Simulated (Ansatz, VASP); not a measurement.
# BeTe in VASP and in Ansatz

```
CELL_PARAMETERS angstrom
0.00000 2.77000 2.77000
2.77000 0.00000 2.77000
2.77000 2.77000 0.00000
ATOMIC_POSITIONS crystal
Te 0.75000 0.75000 0.75000
Be 0.00000 0.00000 0.00000
```

Alike in both runs: task single point; functional PBE; k mesh 8 × 8 × 8; occupations gaussian, width 0.025 eV; no spin polarisation.

```csv
,VASP,Ansatz
version,VASP 6.6.1,Ansatz 0.2.0
potentials or method,"VASP PAW PBE potentials, release 64 (Te, Be)",Ansatz PAW
plane-wave cutoff (eV),520,420
valence electrons in the cell,8,18
```

Ansatz gave:

```
gap on the k mesh at the Fermi level (eV) : 1.86
least direct gap on the mesh (eV)         : 3.59
pressure (GPa)                            : 4.3
```

Problem. Which values does VASP return?

Solution. gap on the k mesh at the Fermi level (eV): 1.85; least direct gap on the mesh (eV): 3.56; pressure (GPa): 4.5.

The two sets of potentials don't hold the same shells in valence.

Caveats: spin-orbit coupling is left out, which moves the levels of the heavy elements. A k mesh can miss the band edges. As with any semilocal functional, this PBE gap is likely too small.
